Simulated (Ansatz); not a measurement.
The system is MoP.

```
Mo P
1.0
     3.22300    0.00000    0.00000
    -1.61150    2.79120    0.00000
     0.00000    0.00000    3.19100
Mo P
1 1
Direct
  0.00000 0.00000 0.00000
  0.33333 0.66667 0.50000
```

* Program: Ansatz 0.2.0
* Task: relaxation of cell and atoms
* Functional: HSEsol
* Potentials or basis: Ansatz PAW
* Cutoff: 420 eV (not typed: the program's choice for these potentials)
* k mesh: 5 × 5 × 4
* Occupations: fermi-dirac, width 0.05 eV
* Spin: no spin polarisation

At the start: volume 14.35 Å³/atom.

**Question.** How do energy, volume and symmetry change on relaxing?

**Answer.** It ends after 5 steps and the volume is 13.82 Å³/atom (-3.7 %); space group P-6m2 (No. 187, to 0.05 Å).

The path:
| step | energy change (eV) | largest force (eV/Å) | volume (Å³) |
| --- | --- | --- | --- |
| 1 | 0.0000 | 0.0000 | 28.71 |
| 2 | -0.0339 | 0.0000 | 27.78 |
| 3 | -0.0345 | 0.0000 | 27.65 |
| 4 | -0.0345 | 0.0000 | 27.65 |
| 5 | -0.0343 | 0.0000 | 27.65 |

Final structure:
```
Mo P
1.0
     3.16157    0.00000    0.00000
    -1.58079    2.73800    0.00000
     0.00000    0.00000    3.19397
Mo P
1 1
Direct
  0.00000 0.00000 0.00000
  0.33333 0.66667 0.50000
```

Caveat: the k mesh is coarse (spacing up to 0.49 Å⁻¹), so the values aren't converged, least of all with exact exchange; the plane-wave basis is chosen anew once the cell has moved, so the energies of steps on either side of that aren't comparable; the PAW data sets come from PBE, with cores solved anew for the run's functional, which leaves a small shift of forces and pressure.
